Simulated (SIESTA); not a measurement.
Hf2S under changes of volume

One of the cells (19.641 Å³/atom); the others are scaled copies at fixed shape and fractional positions:

```
CELL_PARAMETERS angstrom
3.39662 0.00000 0.00000
-1.69831 2.94156 0.00000
0.00000 0.00000 11.79501
ATOMIC_POSITIONS crystal
Hf 0.33333 0.66667 0.10019
Hf 0.66667 0.33333 0.60019
Hf 0.33333 0.66667 0.39981
Hf 0.66667 0.33333 0.89981
S 0.00000 0.00000 0.25000
S 0.00000 0.00000 0.75000
```

The cell comes from a database or a generator and needn't be the stable form of this composition.

```yaml
Program: SIESTA 5.4.2
Functional: PBEsol
Potentials_or_basis: PseudoDojo 0.4 standard (PBEsol files)
Basis: DZP (energy shift 0.003 Ry; two zetas on semicore shells)
Grid_cutoff: 800 Ry
Energy_shift: 0.003 Ry
k_mesh: 9 × 9 × 3
Occupations: fermi-dirac, width 0.05 eV
Spin: no spin polarisation
```

| volume (Å³/atom) | energy over the lowest point (meV/atom) | pressure (GPa) | largest force (eV/Å) |
| --- | --- | --- | --- |
| 18.101 | 18.86 | 7.5 | 0.087 |
| 18.486 | ? | ? | ? |
| 18.871 | 0.00 | 0.6 | 0.088 |
| 19.641 | 10.89 | -4.9 | 0.096 |
| 20.026 | 25.64 | -7.3 | 0.110 |
| 20.412 | 45.83 | -9.4 | 0.120 |

Task: What does the run at 18.486 Å³/atom give?

Result: Energy over the lowest point 5.29 meV/atom; pressure 3.9 GPa; largest force 0.089 eV/Å.

Worked out: A Birch-Murnaghan fit of order 3 (a polynomial in V^(-2/3)) to the other rows has its minimum at 18.95 Å³/atom with B0 = V·E''(V) = 148 GPa and B' = 4.3 at fixed shape and positions, which overstates the stiffness. It gives 5.30 meV/atom at 18.486 Å³/atom, against the run's 5.29, and -dE/dV = 3.9 GPa, against 3.9.

Energies are extrapolated to zero smearing.

Caveats: short orbitals over semicore shells can move pressures by several GPa; the basis of atomic orbitals isn't converged, which shifts pressures, moduli and gaps.
